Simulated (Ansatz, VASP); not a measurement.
# Al37N36 (start site: Al_i (6-fold void)): VASP beside Ansatz, part 2 of 2

Aim: how closely do two programs agree when they are given the same cell, functional and k mesh? Of the first pair: The structure shown is the start of the Ansatz relaxation below; VASP solves that cell, so the two are compared at the walk's first step.

VASP 6.6.1 and Ansatz 0.2.0.

So far. Step 3 (VASP: single point, r2SCAN, start cell, pair 1): The run ends at a pressure of 8.34 GPa, with forces up to 16 eV/Å.

## Step 6: VASP: single point, r2SCAN, relaxed atoms in a fixed cell, pair 2

Level of this step: r2SCAN, spin-polarised from a ferromagnetic start; plane waves and PAW (Al, N) (VASP).

The same cell, functional and mesh now go to VASP, with its own data sets.

The input, INCAR:

```
SYSTEM = Al37N36
PREC = Accurate
ENCUT = 580
EDIFF = 1E-06
NELM = 200
ISMEAR = 0
SIGMA = 0.01
LREAL = Auto
ALGO = Normal
METAGGA = R2SCAN
LASPH = .TRUE.
NBANDS = 200
ISPIN = 2
MAGMOM = 0 0 0 0 0 0 0 0 0 0 0 0 0 0 0 0 -0 0 0 0.01 0 0 -0 0 0 0 0 -0 0 0 0 0.01 0 0 0 0.02 0.02 0 0 -0 0 0.01 0 0 0 0 0.01 -0 0 0 -0 0 0.01 0 0.02 0.05 0 0 0 0.01 0 -0 0 0.04 0 0 0.02 0 0 0 0.04 0.01 0
LORBIT = 11
LWAVE = .FALSE.
LCHARG = .FALSE.
ISIF = 2
ISYM = 0
NUPDOWN = 1
GGA_COMPAT = .FALSE.
LMIXTAU = .TRUE.
NCORE = 2
```

The input, POSCAR:

```
Al37N36
1.0
    9.3195655449      0.0000000930      0.0000000000
   -4.6597828449      8.0709804630      0.0000000000
    0.0000000000      0.0000000000      9.9564777200
Al N
37 36
Direct
    0.2233658531      0.1117061739      0.2476247655
    0.1129330615      0.2224392688      0.4994746575
    0.2238934180      0.1110185721      0.7511591206
    0.1082095099      0.2184593392      0.9974570469
    0.2213053726      0.4426398589      0.2477386198
    0.1113128593      0.5543423975      0.4993358762
    0.2214308481      0.4420989770      0.7518952609
    0.1116314695      0.5545023466      0.9988564169
    0.2232228335      0.7772537361      0.2466881362
    0.1237641099      0.8931100765      0.5057851958
    0.2227499065      0.7772835149      0.7547516623
    0.1070153955      0.8860039830      0.9962548354
    0.5569466905      0.1113487638      0.2473599468
    0.4439656136      0.2195400393      0.4996239038
    0.5554792642      0.1110948479      0.7512323319
    0.4432152529      0.2183171104      0.9973974602
    0.5521947412      0.4364316854      0.2559275724
    0.4374966965      0.5466461890      0.5041999646
    0.5532982839      0.4379960561      0.7451171723
    0.4542601316      0.5607891818      0.9845132075
    0.5333319830      0.7800129106      0.2835115925
    0.4378450643      0.8930398345      0.5062597476
    0.5500012180      0.7760968700      0.7293592094
    0.4469585235      0.8862152226      0.9959699295
    0.8863986170      0.1041570840      0.2541038740
    0.7777355745      0.2226246707      0.4993036169
    0.8912502704      0.1141859352      0.7371501752
    0.7786837051      0.2185984642      0.9969444812
    0.8897042419      0.4429093872      0.2469878056
    0.7774330070      0.5467323743      0.5034378016
    0.8891165787      0.4419917959      0.7516684152
    0.7751143761      0.5600140272      0.9839277402
    0.9158739181      0.7818416703      0.2829085123
    0.7773872806      0.8869386729      0.4852870020
    0.8947209664      0.7754055488      0.7281260663
    0.7787827130      0.8853893283      0.9477751484
    0.6953785034      0.7207613089      0.1349196152
    0.2231815484      0.1108021186      0.4374835027
    0.1092544497      0.2191902951      0.1896316085
    0.2213806945      0.1092124426      0.9414889575
    0.1157678074      0.2226725777      0.6880972081
    0.2210974685      0.4426444902      0.4376474612
    0.1118455477      0.5548068720      0.1894826836
    0.2240001392      0.4435893604      0.9425926662
    0.1118203318      0.5548427798      0.6908480106
    0.2223301374      0.7763458175      0.4367552707
    0.1134921992      0.8893317372      0.1908314139
    0.2225607724      0.7771732665      0.9444633080
    0.1222858308      0.8932450901      0.6895661962
    0.5555381769      0.1108415836      0.4372760134
    0.4458608538      0.2225444666      0.1889210457
    0.5556330684      0.1093873245      0.9415440411
    0.4433938686      0.2180219046      0.6873996577
    0.5553857911      0.4429953816      0.4422227147
    0.4556513997      0.5669473310      0.1959308760
    0.5499737411      0.4318857625      0.9314513067
    0.4407803548      0.5469802818      0.6900174776
    0.5391217037      0.7715708579      0.4658610877
    0.4455321144      0.8888021284      0.1904591954
    0.5419541065      0.7769074716      0.9142066438
    0.4400051750      0.8931398003      0.6901161173
    0.8930087610      0.1184453124      0.4462176777
    0.7789868072      0.2189486870      0.1888577934
    0.8931942256      0.1185068021      0.9256505876
    0.7756097662      0.2225358205      0.6879294325
    0.8894704888      0.4428168827      0.4368447074
    0.7805394906      0.5678138379      0.1952052187
    0.8878050716      0.4431709122      0.9425161569
    0.7748545580      0.5463042315      0.6890997985
    0.9003787047      0.7720741792      0.4651539958
    0.7680066723      0.8689454785      0.2763733426
    0.9035390834      0.7747665610      0.9125281556
    0.7790209326      0.8886048040      0.6852983046
```

The input, KPOINTS:

```
Points of the shifted mesh
1
Reciprocal
 0.2500000000  0.2500000000  0.2500000000 1
```

Potentials, in the order of the species: Al and N (PBE family, release 64).

Launch:

```
mpirun -np 8 vasp_std
```

Log:

```text
[banner, memory and clock lines left out]
running    8 mpi-ranks, on    1 nodes
[...]
[... a notice as in an earlier step ...]

 LDA part: xc-table for (None), standard interpolation
 POSCAR, INCAR and KPOINTS ok, starting setup
[...]
entering main loop
       N       E                     dE             d eps       ncg     rms          rms(c)
DAV:   1     0.116104563492E+04    0.11610E+04   -0.14904E+05   800   0.149E+03
DAV:   2    -0.697705031389E+03   -0.18588E+04   -0.17775E+04   992   0.299E+02
DAV:   3    -0.843758684939E+03   -0.14605E+03   -0.14485E+03   976   0.907E+01
DAV:   4    -0.846052881420E+03   -0.22942E+01   -0.22853E+01   952   0.118E+01
[...]
DAV:  22    -0.689541671795E+03   -0.45612E-05   -0.37558E-06   768   0.705E-03    0.944E-03
DAV:  23    -0.689541673321E+03   -0.15251E-05   -0.65963E-07   528   0.275E-03    0.498E-03
DAV:  24    -0.689541673817E+03   -0.49615E-06   -0.39247E-07   488   0.165E-03
   1 F= -.68954167E+03 E0= -.68954167E+03  d E =-.171020E-11  mag=     1.0000
```

Parts of OUTCAR (step 6):

```text
  FREE ENERGIE OF THE ION-ELECTRON SYSTEM (eV)
  ---------------------------------------------------
  free  energy   TOTEN  =      -689.5416738168 eV

  energy  without entropy=     -689.5416738168  energy(sigma->0) =     -689.54167382

 magnetization (x)
# of ion       s       p       d       tot
------------------------------------------
    1        0.000   0.000   0.000   0.000
    2        0.000   0.000   0.000   0.001
    3       -0.000   0.000   0.000   0.000
    4       -0.000   0.000   0.000   0.000
    5        0.004   0.002   0.000   0.006
    6        0.000   0.001   0.000   0.001
    7       -0.000  -0.000   0.000  -0.000
    8       -0.000   0.000   0.000   0.000
    9        0.001   0.001   0.000   0.002
   10        0.000   0.000   0.000   0.000
   11        0.000   0.000   0.000   0.000
   12        0.000   0.001   0.000   0.001
   13        0.000   0.000   0.000   0.000
[...]
--------------------------------------------------
tot          0.083   0.274   0.000   0.356
```

The run ends at a pressure of 4.91 GPa, with forces up to 0.037 eV/Å.

## Step 7: Side by side

Both answers:

| quantity | Ansatz | VASP | difference |
| --- | --- | --- | --- |
| total moment, fixed by the input (μB) | 1.00 | 1.00 | 0.00 |

The largest component of a force difference here is 27 meV/Å.

## Step 8: Results

| Quantity | Value |
| --- | --- |
| r.m.s. force difference (single point, r2SCAN, start cell, pair 1) | 0.77 % of the r.m.s. force |
| difference in total moment, fixed by the input (single point, r2SCAN, relaxed atoms in a fixed cell, pair 2) | 0 μB |
| r.m.s. force difference (single point, r2SCAN, relaxed atoms in a fixed cell, pair 2) | 6.1 meV/Å |

**Reading.** The r.m.s. force difference is 6.1 meV/Å (single point, r2SCAN, relaxed atoms in a fixed cell, pair 2), within the 12 meV/Å picked in this series as the mark of a large difference. Such differences can come from data sets, numerical settings and the points named under the comparisons, not from the functional's error against experiment.

[Lines on the potential files, build, host, timing and source positions are cut from VASP's logs without a mark.]

[Logs are printed without paths, hosts, clocks, repeated set-up lines and the standing remarks that a program may print on its own settings, such as how far it seeks lower states.]

[Hosts, paths, dates, database ids (printed as entryN), source tags and the programs' standing remarks are cut or masked in the printed files.]
